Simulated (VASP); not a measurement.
Ca: relaxation of cell and atoms with r2SCAN

Crystal: Ca.

```
Ca
1.0
     3.48866    0.00000    0.00000
     0.00000    3.48866    0.00000
     0.00000    0.00000    3.48866
Ca
1
Direct
  0.00000 0.00000 0.00000
```

This isn't the form of Ca at room conditions, which is fcc.

```
Program                : VASP 6.6.1
Task                   : relaxation of cell and atoms
Functional             : r2SCAN
Potentials or basis    : VASP PAW PBE potentials, release 64 (Ca_sv)
Cutoff                 : 600 eV
k mesh                 : 8 × 8 × 8
Occupations            : methfessel-paxton, width 0.1 eV
Spin                   : no spin polarisation
Further INCAR settings : ALGO = Normal; EDIFF = 1e-06; IBRION = 2; EDIFFG = -0.005; NSW = 60; ISIF = 3
```

The pressure after relaxing is 0.0 GPa and the band gap on the k mesh is none (metal or under the smearing width).

Final structure:
```yaml
crystal:
  lattice:
    - [3.48866, 0.00000, 0.00000]
    - [0.00000, 3.48866, 0.00000]
    - [0.00000, 0.00000, 3.48866]
  atoms:
    - { symbol: Ca, position: [0.00000, 0.00000, 0.00000] }
```

Levels at points of the mesh, in eV from the Fermi level:
```tsv
k point	band 3	band 4	band 5	band 6	band 7	band 8
(0.00, 0.00, 0.00)	-24.03	-24.03	-4.12	1.07	1.07	4.50
(0.50, 0.00, 0.00)	-24.01	-24.01	-1.11	-0.69	1.63	3.19
(0.50, 0.50, 0.00)	-24.22	-23.99	-0.45	1.23	2.49	2.49
(0.50, 0.50, 0.50)	-24.19	-24.19	0.76	0.76	0.76	5.26
```

Wall time 65 s on 1 thread of Intel(R) Xeon(R) Platinum 8375C CPU @ 2.90GHz (Ice Lake), on a shared host, peak memory 0.17 GiB.

Caveat: the relaxation stopped at its first step, so nothing moved; the PAW data sets were made with another functional, which shifts forces and pressure a little.
